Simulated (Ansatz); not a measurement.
C:

```
C
1.0
     2.52210    0.00000    0.00000
    -1.26105    2.18420    0.00000
     0.00000    0.00000    8.23710
C
8
Direct
  0.66667 0.33333 0.84375
  0.33333 0.66667 0.34375
  0.66667 0.33333 0.65625
  0.33333 0.66667 0.15625
  0.00000 0.00000 0.90625
  0.00000 0.00000 0.40625
  0.00000 0.00000 0.59375
  0.00000 0.00000 0.09375
```

This is a hexagonal form of diamond, not graphite.

| Quantity | Value |
| --- | --- |
| Program | Ansatz 0.2.0 |
| Task | relaxation of cell and atoms |
| Functional | PBEsol |
| Dispersion | D3(BJ) |
| Potentials or basis | Ansatz PAW |
| Cutoff | 420 eV (not typed: the program's choice for these potentials) |
| k mesh | 12 × 12 × 4 |
| Occupations | fermi-dirac, width 0.05 eV |
| Spin | no spin polarisation |

At the start: volume 5.67 Å³/atom.

Q: How do energy, volume and symmetry change on relaxing?

A: It ends after 8 steps and the volume is 5.57 Å³/atom (-1.8 %); space group P6_3/mmc (No. 194, to 0.05 Å).

The path:
| step | energy change (eV) | largest force (eV/Å) | volume (Å³) |
| --- | --- | --- | --- |
| 1 | 0.0000 | 0.3307 | 45.38 |
| 2 | -0.0355 | 0.3582 | 44.87 |
| 3 | -0.0446 | 0.1358 | 44.61 |
| 4 | -0.0456 | 0.0078 | 44.56 |
| 5 | -0.0456 | 0.0003 | 44.57 |
| 6 | -0.0409 | 0.0012 | 44.57 |
| 7 | -0.0410 | 0.0001 | 44.55 |
| 8 | -0.0409 | 0.0001 | 44.55 |

Final structure:
```cif
data_structure
_symmetry_space_group_name_H-M 'P 1'
_symmetry_Int_Tables_number 1
_cell_length_a 2.4983
_cell_length_b 2.4983
_cell_length_c 8.2416
_cell_angle_alpha 90.000
_cell_angle_beta 90.000
_cell_angle_gamma 120.000
_cell_volume 44.55
loop_
_atom_site_label
_atom_site_type_symbol
_atom_site_fract_x
_atom_site_fract_y
_atom_site_fract_z
_atom_site_occupancy
C1 C 0.66667 0.33333 0.84444 1
C2 C 0.33333 0.66667 0.34444 1
C3 C 0.66667 0.33333 0.65556 1
C4 C 0.33333 0.66667 0.15556 1
C5 C 0.00000 0.00000 0.90705 1
C6 C 0.00000 0.00000 0.40705 1
C7 C 0.00000 0.00000 0.59295 1
C8 C 0.00000 0.00000 0.09295 1
```

Caveat: the plane-wave basis is chosen anew once the cell has moved, so the energies of steps on either side of that aren't comparable; the pressure holds a Pulay correction of +1.0 GPa for the finite cutoff; the PAW data sets come from PBE, with cores solved anew for the run's functional, which leaves a small shift of forces and pressure.
